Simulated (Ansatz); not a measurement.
# SiC: pressure and largest V_zz against volume scale

Periodic Kohn-Sham DFT of a crystal at fixed atoms, scaled to volume_scale times the given cell; pressure positive in compression, energy less spherical unpolarised free atoms, largest_vzz the field gradient of largest size among the nuclei. The results are calculated, by Ansatz 0.2.0.

The cell before it is scaled or strained (space group P6_3mc, No. 186):
```
cell vectors (Å)
   3.0760     0.0000     0.0000
  -1.5380     2.6639     0.0000
   0.0000     0.0000     5.0480
atoms (fractions of the cell vectors)
Si  0.33333  0.66667  0.00000
Si  0.66667  0.33333  0.50000
C   0.33333  0.66667  0.38500
C   0.66667  0.33333  0.88500
```

Settings of every row: method frozen-core PAW; functional PBE; relativity scalar; k mesh 15x15x8; filling fermi-dirac; smearing width 0.08 eV; wave cutoff 420 eV; paw set soft_2.

Atom start moment: 0 on all atoms.

```
row  volume scale  V (Å³/atom)  pressure (GPa)  largest V_zz (1e21 V/m^2)
  1          0.94        9.721               ?                          ?
  2          0.96        9.927          13.733                      1.743
  3          0.98       10.134           8.471                       1.71
  4          0.99       10.238           6.025                      1.693
  5          1.01       10.444           1.477                      1.662
  6          1.02       10.548          -0.636                      1.646
  7          1.04       10.755          -4.567                      1.616
  8          1.06       10.961          -8.134                      1.586
```

Question: what pressure and largest V_zz should row 1 give?

Worked fit of pressure. Take u = (V_r/V)^(2/3) − 1 with V_r = 10.444 Å³ an atom, which is twice the finite (Eulerian) strain; such expansions in the strain, on which the Birch-Murnaghan equation of state is built, carry the rest volume and the bulk modulus. The shown rows have u = 0.03443, 0.02029, 0.01337, 0, -0.00658, -0.01937, -0.0317. Least squares give pressure = 1.4875 + 328.397 × u + 790.13 × u² GPa; a straight line predicts inner rows, each left out in turn, worse (root mean square 0.29 against 0.01 GPa). The rows lie off it by 0.002, -0.005, 0.006, -0.010, 0.003, 0.010, -0.005 (root mean square 0.0065 GPa). The pressure vanishes at u = -0.0046, or V = 10.52 Å³ an atom, and there the bulk modulus at fixed shape and fractions is B = −V dP/dV = (2/3)(1 + u) dP/du = 213 GPa. Letting shape and atoms relax would as a rule lower it, by much in layered, chain or molecular crystals. The withheld row has u = 0.04899, so the fit gives 1.4875 + 328.397 × (0.04899) + 790.13 × (0.04899)² = 19.472 GPa.

The calculation gave 19.532 GPa. The fit lies 0.060 GPa (0.22 % of the column's range) below it; its largest miss of a shown row is 0.010 GPa. This row lies beyond the range of the fit.

Worked fit of largest V_zz. Take t = volume scale − 1. The shown rows have t = -0.04, -0.02, -0.01, 0.01, 0.02, 0.04, 0.06. Least squares give largest V_zz = 1.6775 − 1.59 × t + 1.13 × t² 1e21 V/m^2; a straight line predicts inner rows, each left out in turn, worse (root mean square 0.0011 against 0.00044 1e21 V/m^2). The rows lie off it by 0.000, 0.000, -0.001, 0.000, 0.000, 0.000, 0.000. The withheld row has t = -0.06, so the fit gives 1.6775 − 1.59 × (-0.06) + 1.13 × (-0.06)² = 1.777 1e21 V/m^2.

The calculation gave 1.777 1e21 V/m^2. The fit meets it to the printed digit. This row lies beyond the range of the fit.
